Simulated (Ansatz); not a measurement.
Set up this calculation in Ansatz 0.2.0, as the native input.

```
Task                : relaxation of cell and atoms
Functional          : revPBE
Dispersion          : D3(BJ)
Potentials or basis : Ansatz PAW
Cutoff              : 420 eV (not typed: the program's choice for these potentials)
k mesh              : 13 × 13 × 13
Occupations         : fermi-dirac, width 0.05 eV
Spin                : collinear spin, ferromagnetic start
Starting moments    : [1.0] μB
```

Crystal: Ni.

```
CELL_PARAMETERS angstrom
0.00000 1.73757 1.73757
1.73757 0.00000 1.73757
1.73757 1.73757 0.00000
ATOMIC_POSITIONS crystal
Ni 0.00000 0.00000 0.00000
```

The input as run:

input.yaml

```yaml
crystal:
  lattice:
    - [0.0, 1.737572933, 1.737572933]
    - [1.737572933, 0.0, 1.737572933]
    - [1.737572933, 1.737572933, 0.0]
  atoms:
    - { symbol: Ni, position: [0.0, 0.0, 0.0], spin: 1.0 }
hamiltonian:
  xc: revpbe
  pseudopotentials: { kind: paw }
  dispersion: d3bj
magnetization:
  spin_polarized: true
kpoints:
  mp_grid: { grid: [13, 13, 13] }
scf:
  occupations: { method: fermi_dirac, width: 0.05 }
output:
  forces: true
  stress: true
relax:
  f_tol: 0.01
  max_steps: 40
  cell: { stress_tol: 0.05 }
```

Potentials or basis: Ansatz PAW.

Command:

```sh
$ ansatz run input.yaml --threads 2 --pin off --max-ram 5632MiB --backend cpu --events-out ev --progress --plain --runs-dir out
```

Results of the run:

* Relaxed volume: 10.38 Å³/atom
* Relaxed cell: a = 2.448 Å, b = 2.448 Å, c = 2.448 Å, α = 60.00°, β = 60.00°, γ = 60.00°
* Space group after relaxing (to 0.05 Å): Fm-3m (No. 225)
* Energy gained by relaxing: 0.8 meV/atom
* Ionic steps: 4
* Pressure after relaxing: 0.0 GPa
* Net moment: 0.63 μB per cell
* Absolute moment: 0.72 μB per cell
* Site moments: Ni +0.67 μB

Caveat: the plane-wave basis is chosen anew once the cell has moved, so the energies of steps on either side of that aren't comparable; the PAW data sets come from PBE, with cores solved anew for the run's functional, which leaves a small shift of forces and pressure.

Run time: 2.8 s on 2 threads of Intel(R) Xeon(R) Platinum 8559C (Emerald Rapids) (shared host), peak memory 0.35 GiB.
